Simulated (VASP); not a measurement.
## InH: single point with LDA

The system is InH.

```xyz
2
Lattice="3.0248 0.0000 0.0000 0.0000 3.0248 0.0000 0.0000 0.0000 3.0248" Properties=species:S:1:pos:R:3 pbc="T T T"
In    0.0000    0.0000    0.0000
H     1.5124    1.5124    1.5124
```

The cell comes from a database or a generator and needn't be the stable form of this composition.

| Quantity | Value |
| --- | --- |
| Program | VASP 6.6.1 |
| Task | single point |
| Functional | LDA |
| Potentials or basis | VASP PAW LDA potentials, release 64 (In_d, H) |
| Cutoff | 520 eV |
| k mesh | 6 × 6 × 6 |
| Occupations | gaussian, width 0.05 eV |
| Spin | no spin polarisation |
| Dipole correction | no |
| Further INCAR settings | ALGO = Fast; EDIFF = 1e-06; NBANDS = 14 |

```yaml
Pressure: 1.8 GPa
Band_gap_on_the_k_mesh: none (metal or under the smearing width)
```

Levels at points of the mesh, in eV from the Fermi level:
```
           k point  band 3  band 4  band 5  band 6  band 7  band 8  band 9  band 10  band 11  band 12
(0.00, 0.00, 0.00)  -14.19  -14.19  -14.19  -10.57    3.05    6.54    6.54     6.54    10.29    10.29
(0.50, 0.00, 0.00)  -14.41  -14.41  -14.17   -6.24   -5.88    5.70   10.11    10.11    12.21    13.45
(0.50, 0.50, 0.00)  -14.38  -14.38  -13.97   -2.32   -1.84   -1.27   -1.27    13.36    13.91    14.61
(0.50, 0.50, 0.50)  -14.71  -13.96  -13.96   -1.38    1.80    1.80    1.80     2.79     6.15     6.15
```

Wall time 6.4 s on 1 thread of Intel(R) Xeon(R) Platinum 8259CL CPU @ 2.50GHz (Skylake/Cascade Lake), with other jobs on the host, peak memory 0.13 GiB.
